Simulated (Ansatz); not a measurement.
# AlGaN2: straining the crystal, biaxial strain in the a-b plane

An exercise on one series of results from a longer session: the logs are not shown, and one member is left open.

Method: DFT r2SCAN, scalar-relativistic, plane waves, PAW, in Ansatz 0.2.0.

2 further runs of the same task are left out: 2 set aside as unsound or not needed.

### Starting point

Symmetry: P-4m2, No. 115, tetragonal system. The conventional cell has a = 3.139 Å, b = 3.139 Å, c = 4.422 Å, α = 90.00°, β = 90.00°, γ = 90.00°. Al (site symmetry -4m2) is surrounded by 4 N at 1.89 Å. Ga (site symmetry -4m2) has 4 N at 1.95 Å in its first shell of neighbours. N (site symmetry 2mm) is surrounded by 2 Al at 1.89 Å and 2 Ga at 1.95 Å.

Structure file:

```cif
data_structure
_symmetry_space_group_name_H-M 'P-4m2'
_symmetry_Int_Tables_number 115
_cell_length_a 3.1385
_cell_length_b 3.1385
_cell_length_c 4.4224
_cell_angle_alpha 90.000
_cell_angle_beta 90.000
_cell_angle_gamma 90.000
_cell_volume 43.56
loop_
_atom_site_label
_atom_site_type_symbol
_atom_site_symmetry_multiplicity
_atom_site_Wyckoff_symbol
_atom_site_fract_x
_atom_site_fract_y
_atom_site_fract_z
_atom_site_occupancy
Al1 Al 1 c 0.50000 0.50000 0.50000 1
Ga1 Ga 1 a 0.00000 0.00000 0.00000 1
N1 N 2 g 0.50000 0.00000 0.73908 1
```

It goes back to an entry of the Materials Project, which need not be the stable form.

This cell was relaxed beforehand with the same method: volume 10.89 Å³/atom, gap on the mesh 3.37 eV.

The unstrained cell was computed beforehand with the same settings: E(σ→0) = -5104.8080 eV for 4 atoms, gap 3.37 eV over the zone.

The first run:

File input.yaml:

```yaml
crystal:
  lattice:
    - [3.0757558967, 0.0, 0.0]
    - [0.0, 3.0757558967, 0.0]
    - [0.0, 0.0, 4.4754250206]
  atoms:
    - { symbol: Al, position: [0.5, 0.5, 0.5] }
    - { symbol: Ga, position: [0.0, 0.0, 0.0] }
    - { symbol: "N", position: [0.5, 0.0, 0.7390831718] }
    - { symbol: "N", position: [0.0, 0.5, 0.2609168282] }
basis:
  ecutwfc: 500
kpoints:
  mp_grid: { grid: [8, 8, 6] }
hamiltonian:
  xc: r2scan
scf:
  occupations: { method: gaussian, width: 0.02 }
output:
  forces: true
  stress: true
  eigenvalues: true
  write_density: true
  write_potential: true
  elf: true
  volumetric_format: npy
relax:
  adjacent_minimum: "off"
  f_tol: 0.008
  max_steps: 40
  cell: { stress_tol: 0.015, fix: [a, b, gamma] }
```

Launch:

```bash
ansatz run input.yaml --threads 1 --pin off --max-ram 2560MiB --backend cpu --events-out ev --progress --plain --runs-dir out
```

Steps of the session up to this table: The cell strained by -2.0 %; The gap over the whole zone at -2.0 %; At +2.0 %; The gap over the whole zone at +2.0 %; The cell strained by -4.0 %; Seeking the band edges at -4.0 %; At +4.0 %; Seeking the band edges at +4.0 %; The cell strained by -6.0 %; The gap over the whole zone at -6.0 %; The cell strained by +6.0 %; Band edges over the zone at +6.0 %.

One of the session's tables, all rows but one given; the rest of the session is left out.

Lengths are those of the vectors of the cell that was run; stresses in GPa:

```
strain (%)  ΔE (meV/atom)  a (Å)  b (Å)  c (Å)
      -6.0           82.2  2.950  2.950  4.681
      -4.0           34.7  3.013  3.013  4.600
      -2.0            8.2  3.076  3.076  4.514
      +0.0            0.0  3.139  3.139  4.422
      +2.0            7.4  3.201  3.201  4.324
      +4.0              ?      ?      ?      ?
      +6.0           60.1  3.327  3.327  4.105
```

**Question.** Estimate the row for strain (%) = +4.0.

Worked estimate for «ΔE (meV/atom)». A straight line through the neighbours (2.0, 7.4) and (6.0, 60.1) gives 7.4 + (60.1 − 7.4) × (4.0 − 2.0) / (6.0 − 2.0) = 33.8; a parabola fitted to 3 rows on both sides gives 27.4.

The run gave: ΔE (meV/atom): 28.1; a (Å): 3.264; b (Å): 3.264; c (Å): 4.218. In «ΔE (meV/atom)» the line misses by +5.7 and the parabola by -0.7.

ΔE is over the unstrained cell. Stress in GPa, positive in compression, on the Cartesian axes of the input.
